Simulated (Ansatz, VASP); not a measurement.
**One calculation of MgGe2, two programs**

```
Mg Ge
1.0
     0.00000    3.99211    3.99211
     3.99211    0.00000    3.99211
     3.99211    3.99211    0.00000
Mg Ge
2 4
Direct
  0.50000 0.50000 0.50000
  0.75000 0.75000 0.75000
  0.12500 0.12500 0.12500
  0.62500 0.12500 0.12500
  0.12500 0.12500 0.62500
  0.12500 0.62500 0.12500
```

Change from the starting cell: species swapped into the Be2Ag type (Fd-3m, No. 227).

Alike in both runs: functional PBE; k mesh 4 × 4 × 4; occupations gaussian, width 0.1 eV; no spin polarisation.

Ansatz relaxed the structure, and its values are those at the end. VASP's run is a single point on that final structure, the one shown.

|  | VASP | Ansatz |
| --- | --- | --- |
| version | VASP 6.6.1 | Ansatz 0.2.0 |
| potentials or method | VASP PAW PBE potentials, release 64 (Mg, Ge_d) | scalar-relativistic, plane waves, PAW |
| plane-wave cutoff (eV) | 520 | 420 |
| valence electrons in the cell | 60 | 76 |

```csv
,VASP,Ansatz,Ansatz less VASP
gap on the k mesh at the Fermi level (eV),none,none,-
pressure (GPa),0.3,0.4,+0.06
```

A gap of «none» marks a metal or a gap that the smearing closes. The two sets of potentials don't hold the same shells in valence.
